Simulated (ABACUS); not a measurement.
# Ni (Fm-3m) in ABACUS: a series of runs, part 2 of 2

ABACUS 3.10.1.

**5. Equation of state, PBE, collinear spin, ferromagnetic start, 9.86 Å³/atom (volume scaled by 0.94)**

File INPUT:

```
INPUT_PARAMETERS
suffix              Ni
calculation         scf
basis_type          pw
pseudo_dir          ./
symmetry            1
dft_functional      pbe
ecutwfc             98
pseudo_rcut         10
nspin               2
nbands              14
ks_solver           dav
smearing_method     fd
smearing_sigma      0.00367493
scf_thr             1e-08
scf_nmax            100
mixing_type         broyden
mixing_beta         0.4
cal_force           1
cal_stress          1
kpar                4
```

File STRU:

```
ATOMIC_SPECIES
Ni 58.6934 Ni_ONCV_PBE-1.2.upf

LATTICE_CONSTANT
1.8897261246

LATTICE_VECTORS
0.0000000000 1.7021023080 1.7021023080
1.7021023080 0.0000000000 1.7021023080
1.7021023080 1.7021023080 0.0000000000

ATOMIC_POSITIONS
Direct

Ni
0.0
1
0.0000000000 0.0000000000 0.0000000000 1 1 1 mag 1
```

File KPT:

```
K_POINTS
0
Gamma
10 10 10 0 0 0
```

Potentials or basis: SG15 ONCV 1.2 PBE, plane waves.

Started as:

```
$ OMP_NUM_THREADS=1 mpirun -np 4 abacus > log
```

running log:

```text
ABACUS v3.10.1

               Atomic-orbital Based Ab-initio Computation at UStc

 ------------------------------------------------------------------------------------

 READING GENERAL INFORMATION
                           global_out_dir = OUT.Ni/
                           global_in_card = INPUT
                               pseudo_dir = ./
                              orbital_dir =
                                    DSIZE = 4
                                    GSIZE = 1

 READING UNITCELL INFORMATION
                                    ntype = 1
                  lattice constant (Bohr) = 1.88973
              lattice constant (Angstrom) = 1

 READING ATOM TYPE 1
                               atom label = Ni
                      L=0, number of zeta = 1
                      L=1, number of zeta = 1
                      L=2, number of zeta = 1
             number of atom for this type = 1
               magnetization of element 1 = 1

                        TOTAL ATOM NUMBER = 1
DIRECT COORDINATES
    atom                   x                   y                   z     mag                  vx                  vy                  vz
taud_Ni1            0.0000000000        0.0000000000        0.0000000000  1.0000        0.0000000000        0.0000000000        0.0000000000

                          Volume (Bohr^3) = 66.5554
                             Volume (A^3) = 9.86249

 Lattice vectors: (Cartesian coordinate: in unit of a_0)
                   +0             +1.7021             +1.7021
              +1.7021                  +0             +1.7021
              +1.7021             +1.7021                  +0
 Reciprocal vectors: (Cartesian coordinate: in unit of 2 pi/a_0)
            -0.293754           +0.293754           +0.293754
            +0.293754           -0.293754           +0.293754
            +0.293754           +0.293754           -0.293754
 The esolver type has been set to : ksdft_pw

                PAO radial cut off (Bohr) = 10

 Read in pseudopotential file is Ni_ONCV_PBE-1.2.upf
                     pseudopotential type = NC
          exchange-correlation functional = PBE
                 nonlocal core correction = 0
                        valence electrons = 18
                                     lmax = 2
                           number of zeta = 0
                     number of projectors = 6
                           L of projector = 0
                           L of projector = 0
                           L of projector = 1
                           L of projector = 1
                           L of projector = 2
                           L of projector = 2
     initial pseudo atomic orbital number = 0
 The readin total magnetization is 1

 SETUP THE ELECTRONS NUMBER
            electron number of element Ni = 18
      total electron number of element Ni = 18
            AUTOSET number of electrons:  = 18
                           occupied bands = 9
                                   NBANDS = 14
                                   NLOCAL = 9

%%%%%%%%%%%%%%%%%%%%%%%%%%%%%%%%%%%%%%%%%%%%%%%%%%%%%%%%%%%%%%%%%%%%%%%%%%%%%%%%%%%%%%%%%%%%%%%%%%%%%%%%%%
 Warning: the number of valence electrons in pseudopotential > 10 for Ni: [Ar] 3d8 4s2
 Pseudopotentials with additional electrons can yield (more) accurate outcomes, but may be less efficient.
 If you're confident that your chosen pseudopotential is appropriate, you can safely ignore this warning.
%%%%%%%%%%%%%%%%%%%%%%%%%%%%%%%%%%%%%%%%%%%%%%%%%%%%%%%%%%%%%%%%%%%%%%%%%%%%%%%%%%%%%%%%%%%%%%%%%%%%%%%%%%

 SETUP THE PLANE WAVE BASIS
 energy cutoff for charge/potential (unit:Ry) = 392
            fft grid for charge/potential = [ 30, 30, 30 ]
                        fft grid division = [ 1, 1, 1 ]
        big fft grid for charge/potential = [ 30, 30, 30 ]
                                     nbxx = 27000
                                     nrxx = 27000
[... 108 lines left out ...]
[... stars of the k points ...]
                             nks(nspin=2) = 24
                          nkstot(nspin=2) = 94

[... K-POINTS CARTESIAN COORDINATES: 24 rows ...]

[... K-POINTS DIRECT COORDINATES: 24 rows ...]

 SETUP PLANE WAVES FOR WAVE FUNCTIONS
     energy cutoff for wavefunc (unit:Ry) = 98
              fft grid for wave functions = [ 30, 30, 30 ]
                    number of plane waves = 1411
                         number of sticks = 163

 PARALLEL PW FOR WAVE FUNCTIONS
     PROC   COLUMNS(POT)             PW
        1            163           1411
 --------------- sum -------------------
        1            163           1411

 SETUP NONLOCAL PSEUDOPOTENTIALS IN PLANE WAVE BASIS
 Ni non-local projectors:
 projector 1 L=0
 projector 2 L=0
 projector 3 L=1
 projector 4 L=1
 projector 5 L=2
 projector 6 L=2
      TOTAL NUMBER OF NONLOCAL PROJECTORS = 18

 Init Non-Local PseudoPotential table :
 Init Non-Local-Pseudopotential done.

                                     npwx = 1098

 -------------------------------------------
 SELF-CONSISTENT
 -------------------------------------------
                                 init_chg = atomic

 PW ALGORITHM --------------- ION=   1  ELEC=   1--------------------------------
 Notice: Threshold on eigenvalues was too large.
 hsover_error=0.18 > DRHO=0.00815702
 Origin diag ethr = 0.01
 New diag ethr = 4.53168e-05
          total magnetism (Bohr mag/cell) = 0.721056
       absolute magnetism (Bohr mag/cell) = 0.741282
                        nelec for spin up = 9.36053
                      nelec for spin down = 8.63947

 Density error is 0.00768112285258
                          Error Threshold = 4.53167796191e-05
----------------------------------------------------------
     Energy           Rydberg                 eV
----------------------------------------------------------
 E_KohnSham     -308.3031445273      -4194.6794768885
 E_Harris       -308.9557796330      -4203.5590330406
 E_Fermi        1.6662318062         22.6702467533
----------------------------------------------------------
[... 103 lines left out ...]
 Density error is 9.1785663079e-10
                          Error Threshold = 8.03898999418e-11
----------------------------------------------------------
     Energy           Rydberg                 eV
----------------------------------------------------------
 E_KohnSham     -308.3050676059      -4194.7056417148
 E_KS(sigma->0) -308.3045792069      -4194.6989967059
 E_Harris       -308.3051476888      -4194.7067312997
 E_band         -15.4298979688       -209.9345319337
 E_one_elec     -118.2748237556      -1609.2115330224
 E_Hartree      71.1981344845        968.7003159592
 E_xc           -30.3099465940       -412.3879797536
 E_Ewald        -230.9174549428      -3141.7931548802
 E_entropy(-TS) -0.0009767979        -0.0132900179
 E_descf        0.0000000000         0.0000000000
 E_exx          0.0000000000         0.0000000000
 E_Fermi        1.6560822382         22.5321547959
----------------------------------------------------------

 charge density convergence is achieved
 final etot is -4194.7056417 eV
 EFERMI = 22.532154796 eV

 STATE ENERGY(eV) AND OCCUPATIONS    NSPIN == 2
SPIN UP :
 1/12 kpoint (Cartesian) = 0.0000 0.0000 0.0000 (1067 pws)
       1       -81.1967     0.00100000
       2       -41.5006     0.00100000
       3       -41.5006     0.00100000
       4       -41.5006     0.00100000
       5        12.8367     0.00100000
       6        19.7887     0.00100000
       7        19.7887     0.00100000
       8        19.7887     0.00100000
       9        21.1633     0.00100000
      10        21.1633     0.00100000
      11        47.3898        0.00000
      12        51.9630        0.00000
      13        51.9630        0.00000
      14        51.9630        0.00000
[... 66 lines left out ...]
       1       -81.1443     0.00400000
       2       -41.8123     0.00400000
       3       -41.5447     0.00400000
       4       -41.5447     0.00400000
       5        17.0962     0.00400000
       6        19.8075     0.00400000
       7        19.8075     0.00400000
       8        21.9253     0.00399998
       9        21.9253     0.00399998
      10        22.0832     0.00399950
      11        28.9479    7.51443e-59
      12        45.7654        0.00000
      13        49.1436        0.00000
      14        49.1436        0.00000

[... levels at 18 further k points ...]

------------------------------------------------------------------------------------------
 TOTAL-FORCE (eV/Angstrom)
------------------------------------------------------------------------------------------
                       Ni1         0.0000000000         0.0000000000         0.0000000000
------------------------------------------------------------------------------------------

----------------------------------------------------------------
 TOTAL-STRESS (KBAR)
----------------------------------------------------------------
       269.6582708930        -0.0000000000         0.0000000000
        -0.0000000000       269.6582708930         0.0000000000
        -0.0000000000         0.0000000000       269.6582708930
----------------------------------------------------------------
 TOTAL-PRESSURE: 269.658271 KBAR

 --------------------------------------------
 !FINAL_ETOT_IS -4194.7056417148405671 eV
 --------------------------------------------
```

It took 7.1 s on 4 MPI ranks of AMD EPYC 7R13 (Zen 3), shared host; peak memory 0.36 GiB.

What came out:

```
Free energy            : -4194.7056 eV
Pressure               : 27.0 GPa
Band gap on the k mesh : none (metal or under the smearing width)
Net moment             : 0.66 μB per cell
Absolute moment        : 0.73 μB per cell
```

**6. Equation of state, PBE, collinear spin, ferromagnetic start, 10.28 Å³/atom (volume scaled by 0.98)**

INPUT is that of step 5.

File STRU:

```
ATOMIC_SPECIES
Ni 58.6934 Ni_ONCV_PBE-1.2.upf

LATTICE_CONSTANT
1.8897261246

LATTICE_VECTORS
0.0000000000 1.7259110183 1.7259110183
1.7259110183 0.0000000000 1.7259110183
1.7259110183 1.7259110183 0.0000000000

ATOMIC_POSITIONS
Direct

Ni
0.0
1
0.0000000000 0.0000000000 0.0000000000 1 1 1 mag 1
```

KPT is that of step 5.

Potentials or basis: SG15 ONCV 1.2 PBE, plane waves.

Started as:

```
$ OMP_NUM_THREADS=1 mpirun -np 4 abacus > log
```

Wall time 7.1 s (4 MPI ranks of AMD EPYC 7R13 (Zen 3), shared host); peak memory 0.36 GiB.

The run converged. Its results:

```yaml
Free_energy: -4194.7599 eV
Pressure: 14.9 GPa
Band_gap_on_the_k_mesh: none (metal or under the smearing width)
Net_moment: 0.68 μB per cell
Absolute_moment: 0.76 μB per cell
```

**7. Equation of state, PBE, collinear spin, ferromagnetic start, 10.70 Å³/atom (volume scaled by 1.02)**

INPUT is that of step 6.

File STRU:

```
ATOMIC_SPECIES
Ni 58.6934 Ni_ONCV_PBE-1.2.upf

LATTICE_CONSTANT
1.8897261246

LATTICE_VECTORS
0.0000000000 1.7490803739 1.7490803739
1.7490803739 0.0000000000 1.7490803739
1.7490803739 1.7490803739 0.0000000000

ATOMIC_POSITIONS
Direct

Ni
0.0
1
0.0000000000 0.0000000000 0.0000000000 1 1 1 mag 1
```

KPT is that of step 6.

Started as:

```
$ OMP_NUM_THREADS=1 mpirun -np 4 abacus > log
```

Run time: 7.1 s. Hardware: 4 MPI ranks of AMD EPYC 7R13 (Zen 3), shared host; peak memory 0.36 GiB.

Results (log left out):

```
Free energy            : -4194.7859 eV
Pressure               : 5.3 GPa
Band gap on the k mesh : none (metal or under the smearing width)
Net moment             : 0.70 μB per cell
Absolute moment        : 0.78 μB per cell
```

**8. Equation of state, PBE, collinear spin, ferromagnetic start, 11.12 Å³/atom (volume scaled by 1.06)**

INPUT is that of step 7.

File STRU:

```
ATOMIC_SPECIES
Ni 58.6934 Ni_ONCV_PBE-1.2.upf

LATTICE_CONSTANT
1.8897261246

LATTICE_VECTORS
0.0000000000 1.7716516424 1.7716516424
1.7716516424 0.0000000000 1.7716516424
1.7716516424 1.7716516424 0.0000000000

ATOMIC_POSITIONS
Direct

Ni
0.0
1
0.0000000000 0.0000000000 0.0000000000 1 1 1 mag 1
```

KPT is that of step 7.

Started as:

```
$ OMP_NUM_THREADS=1 mpirun -np 4 abacus > log
```

Run time: 7.1 s. Hardware: 4 MPI ranks of AMD EPYC 7R13 (Zen 3), shared host; peak memory 0.36 GiB.

Results (log left out):

| Item | Value |
| --- | --- |
| Free energy | -4194.7892 eV |
| Pressure | -2.4 GPa |
| Band gap on the k mesh | none (metal or under the smearing width) |
| Net moment | 0.71 μB per cell |
| Absolute moment | 0.79 μB per cell |

**9. Equation of state, PBE, collinear spin, ferromagnetic start**

Potentials or basis: SG15 ONCV 1.2 PBE, plane waves.

This step only gathers the single runs of the series.

Results:

```yaml
Equilibrium_volume: 10.98 Å³/atom
Bulk_modulus: 195 GPa
Pressure_derivative_of_the_bulk_modulus: "4.8 (rough: it moves with the points fitted)"
```

Energy against volume, from the lowest point:
```csv
volume (Å³/atom),energy (meV/atom)
9.862,83.60
10.282,29.30
10.702,3.32
11.122,0.00
```
